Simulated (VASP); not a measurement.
## A VASP 6.6.1 single-point calculation on CdTe

INCAR

```
NSW = 0
ISIF = 2
ISMEAR = -1
NBANDS = 16
ENCUT = 200
EDIFF = 1E-7
IBRION = -1
LREAL = .FALSE.
PREC = Accurate
GGA = PE
NELM = 85
LCHARG = .FALSE.
SIGMA = 0.02
LWAVE = .FALSE.
LASPH = .TRUE.
```

KPOINTS

```
KPOINTS created by Atomic Simulation Environment
0
Monkhorst-Pack
6 6 6
0 0 0
```

POSCAR

```
Cd Te
 1.0000000000000000
     0.0000000000000000    3.3455542184999998    3.3455542184999998
     3.3455542184999998    0.0000000000000000    3.3455542184999998
     3.3455542184999998    3.3455542184999998    0.0000000000000000
 Cd  Te
   1   1
Cartesian
  0.0000000000000000  0.0000000000000000  0.0000000000000000
  1.6727771092499999  1.6727771092499999  1.6727771092499999
```

The recommended PBE PAW datasets give the neutral cell 18 valence electrons.

Command

```
mpirun -np 1 vasp_std
```

OSZICAR

```
N       E                     dE             d eps       ncg     rms          rms(c)
DAV:   1     0.446228967577E+02    0.44623E+02   -0.50749E+03   968   0.445E+02
DAV:   2    -0.353312236255E+01   -0.48156E+02   -0.46706E+02  1136   0.130E+02
DAV:   3    -0.457346919183E+01   -0.10403E+01   -0.10397E+01  1024   0.187E+01
DAV:   4    -0.458433198281E+01   -0.10863E-01   -0.10863E-01  1224   0.171E+00
DAV:   5    -0.458453114440E+01   -0.19916E-03   -0.19916E-03  1040   0.173E-01    0.598E+00
DAV:   6    -0.412355372700E+01    0.46098E+00   -0.11293E+00  1008   0.107E+01    0.301E+00
DAV:   7    -0.412547263978E+01   -0.19189E-02   -0.15763E-01  1144   0.286E+00    0.117E+00
DAV:   8    -0.413073820141E+01   -0.52656E-02   -0.67536E-03  1008   0.588E-01    0.635E-01
DAV:   9    -0.413252574879E+01   -0.17875E-02   -0.17507E-03  1096   0.299E-01    0.129E-01
DAV:  10    -0.413252771893E+01   -0.19701E-05   -0.69706E-05  1112   0.792E-02    0.447E-02
DAV:  11    -0.413257744993E+01   -0.49731E-04   -0.51992E-05  1000   0.400E-02    0.119E-02
DAV:  12    -0.413258132357E+01   -0.38736E-05   -0.27283E-06  1200   0.799E-03    0.625E-03
DAV:  13    -0.413258203188E+01   -0.70830E-06   -0.18285E-06  1008   0.665E-03    0.224E-03
DAV:  14    -0.413258233533E+01   -0.30346E-06   -0.85607E-08  1136   0.193E-03    0.557E-04
DAV:  15    -0.413258233234E+01    0.29904E-08   -0.44474E-09   696   0.398E-04
   1 F= -.41325823E+01 E0= -.41325823E+01  d E =-.112193E-11
```

From OUTCAR

```
k-points           NKPTS =     28   k-points in BZ     NKDIM =     28   number of bands    NBANDS=     16

   NELECT =      18.0000    total number of electrons

   dimension x,y,z NGX =    24 NGY =   24 NGZ =   24
   dimension x,y,z NGXF=    48 NGYF=   48 NGZF=   48

  energy-cutoff  :      200.00
  volume of cell :       74.89
      direct lattice vectors                 reciprocal lattice vectors
     0.000000000  3.345554218  3.345554218    -0.149452069  0.149452069  0.149452069
     3.345554218  0.000000000  3.345554218     0.149452069 -0.149452069  0.149452069
     3.345554218  3.345554218  0.000000000     0.149452069  0.149452069 -0.149452069

 k-points in reciprocal lattice and weights: KPOINTS created by Atomic Simulation Env
   0.08333333  0.08333333  0.08333333       0.009
   0.25000000  0.08333333  0.08333333       0.028
   0.41666667  0.08333333  0.08333333       0.028
  -0.41666667  0.08333333  0.08333333       0.028
  -0.25000000  0.08333333  0.08333333       0.028
  -0.08333333  0.08333333  0.08333333       0.028
   0.25000000  0.25000000  0.08333333       0.028
   0.41666667  0.25000000  0.08333333       0.056
   ...

 E-fermi :   1.9232

 k-point     1 :       0.0833    0.0833    0.0833
  band No.  band energies     occupation
      1      -9.1246      2.00000
      2      -7.0204      2.00000
      3      -7.0204      2.00000
      4      -6.9920      2.00000
      5      -6.7957      2.00000
      6      -6.7957      2.00000
      7       0.7929      2.00000
      8       1.4530      2.00000
      9       1.4530      2.00000
     10       2.5881      0.00000
     11       6.1179      0.00000
     12       6.2683      0.00000
     13       6.2683      0.00000
     14       9.1816      0.00000
     15      10.3548      0.00000
     16      10.3548      0.00000

 k-point     2 :       0.2500    0.0833    0.0833
  band No.  band energies     occupation
      1      -9.0385      2.00000
      2      -6.9941      2.00000
      3      -6.9429      2.00000
      4      -6.8215      2.00000
      5      -6.7691      2.00000
      6      -6.7625      2.00000
      7      -0.4959      2.00000
      8       0.9527      2.00000
      9       1.3303      2.00000
     10       3.4655      0.00000
     11       6.1039      0.00000
     12       6.4955      0.00000
     13       6.8800      0.00000
     14       9.4981      0.00000
     15       9.9421      0.00000
     16      10.4404      0.00000

 k-point     3 :       0.4167    0.0833    0.0833
  band No.  band energies     occupation
      1      -8.9179      2.00000
      2      -6.9258      2.00000
      3      -6.9126      2.00000
      4      -6.7601      2.00000
      5      -6.7301      2.00000
      6      -6.5886      2.00000
      7      -1.8931      2.00000
      8       0.6154      2.00000
      9       1.0005      2.00000
     10       3.5878      0.00000
     11       6.6924      0.00000
     12       6.7967      0.00000
     13       7.6614      0.00000
     14       9.9032      0.00000
     15      10.0474      0.00000
     16      11.2563      0.00000

 ...

  Total      -15.9512738    -15.9512738    -15.9512738      0.0000000      0.0000000     -0.0000000
  in kB     -341.2492770   -341.2492770   -341.2492770      0.0000000      0.0000000     -0.0000000
  external PRESSURE =    -341.2492770 kB  Pullay stress =       0.0000000 kB

 POSITION                                       TOTAL-FORCE (eV/Angst)
 -----------------------------------------------------------------------------------
      0.00000      0.00000      0.00000         0.000000      0.000000      0.000000
      1.67278      1.67278      1.67278        -0.000000     -0.000000     -0.000000
 -----------------------------------------------------------------------------------
    total drift:                               -0.000006     -0.000006     -0.000007

  FREE ENERGIE OF THE ION-ELECTRON SYSTEM (eV)
  ---------------------------------------------------
  free  energy   TOTEN  =        -4.1325823323 eV

  energy  without entropy=       -4.1325823323  energy(sigma->0) =       -4.13258233
```

It converged. Results: gap between bands v and c on the k mesh 1.14 eV; least direct gap on the k mesh 1.14 eV; pressure -34.1 GPa. Band v is the last that the valence electrons fill when counted band by band, and c is the next.

These settings aren't sound, so the numbers aren't properties of the crystal. The shifted mesh misses Γ, so a band edge there is missed.

On sound settings PBE gives a gap of 0.48 eV on its mesh and a pressure of -1.0 GPa for the intended cell.

The run took about 8.5 s on one core of a shared host (Intel Xeon Platinum 8488C) and held 0.13 GiB at most.
